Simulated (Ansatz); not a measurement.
# AlP: pressure against volume

The task here is to estimate one member of a computed series from the others.

The COD entry's cell or inner coordinates are ideal or old and differ from later refinements, so a difference from it is no clean test against experiment.

Program: Ansatz 0.2.0. Level of theory: DFT PBE, scalar-relativistic. These are calculated values, not measurements.

## Starting point

Symmetry: F-43m, No. 216, cubic system. The conventional cell has a = 5.451 Å, b = 5.451 Å, c = 5.451 Å, α = 90.00°, β = 90.00°, γ = 90.00°. Al (site symmetry -43m) is surrounded by 4 P at 2.36 Å. P (site symmetry -43m) has 4 Al at 2.36 Å as nearest neighbours.

Structure file:

```cif
data_structure
_symmetry_space_group_name_H-M 'P 1'
_symmetry_Int_Tables_number 1
_cell_length_a 3.8544
_cell_length_b 3.8544
_cell_length_c 3.8544
_cell_angle_alpha 60.000
_cell_angle_beta 60.000
_cell_angle_gamma 60.000
_cell_volume 40.49
loop_
_atom_site_label
_atom_site_type_symbol
_atom_site_fract_x
_atom_site_fract_y
_atom_site_fract_z
_atom_site_occupancy
Al1 Al 0.00000 0.00000 0.00000 1
P1 P 0.75000 0.75000 0.75000 1
```

Structure: COD 9008831, as refined from experiment and not relaxed.

Atoms are numbered in the order of the input: Al1, P2.

Set-up of the first run:

Contents of input.yaml:

```yaml
crystal:
  lattice:
    - [0.0, 2.6792961588, 2.6792961588]
    - [2.6792961588, 0.0, 2.6792961588]
    - [2.6792961588, 2.6792961588, 0.0]
  atoms:
    - { symbol: Al, position: [0.0, 0.0, 0.0] }
    - { symbol: P, position: [0.75, 0.75, 0.75] }
kpoints:
  mp_grid: { grid: [12, 12, 12] }
scf:
  occupations: { method: fermi_dirac, width: 0.03 }
hamiltonian:
  xc: pbe
  pseudopotentials: { kind: all_electron, lapw: { basis_error: 0.0005 } }
output:
  forces: true
  stress: true
  eigenvalues: true
```

Among the steps run: Volume × 0.95, LAPW; Volume × 0.95, PAW; Volume × 0.95, crystal datasets; Volume × 0.975, LAPW; Volume × 0.975, PAW; Volume × 1.025, LAPW; Volume × 1.025, PAW; Volume × 1.05, LAPW; Volume × 1.05, PAW; Volume × 1.05, crystal datasets.

One table of the session follows, with a row left open; its other results are not shown here.

It belongs to the step «The equation of state». 

| method | volume (Å³/atom) | pressure (GPa) | gap on the k mesh (eV) |
| --- | --- | --- | --- |
| LAPW | 19.234 | 7.99 | 1.46 |
| LAPW | 19.740 | ? | ? |
| LAPW | 20.246 | 2.68 | 1.57 |
| LAPW | 20.752 | 0.49 | 1.62 |
| LAPW | 21.258 | -1.45 | 1.66 |
| PAW | 19.234 | 8.07 | 1.46 |
| PAW | 19.740 | 5.24 | 1.52 |
| PAW | 20.246 | 2.74 | 1.57 |
| PAW | 20.752 | 0.53 | 1.62 |
| PAW | 21.258 | -1.41 | 1.67 |
| crystal datasets | 19.234 | 7.98 | 1.46 |
| crystal datasets | 20.246 | 2.68 | 1.57 |
| crystal datasets | 21.258 | -1.45 | 1.66 |

**Question.** Estimate the row for LAPW, 19.740.

As computed: pressure (GPa): 5.17; gap on the k mesh (eV): 1.52. In the column «pressure (GPa)» it lies between PAW, 20.246 (2.74) and PAW, 19.740 (5.24).

Limits of these values: Warnings in the runs' records: crystal datasets made.
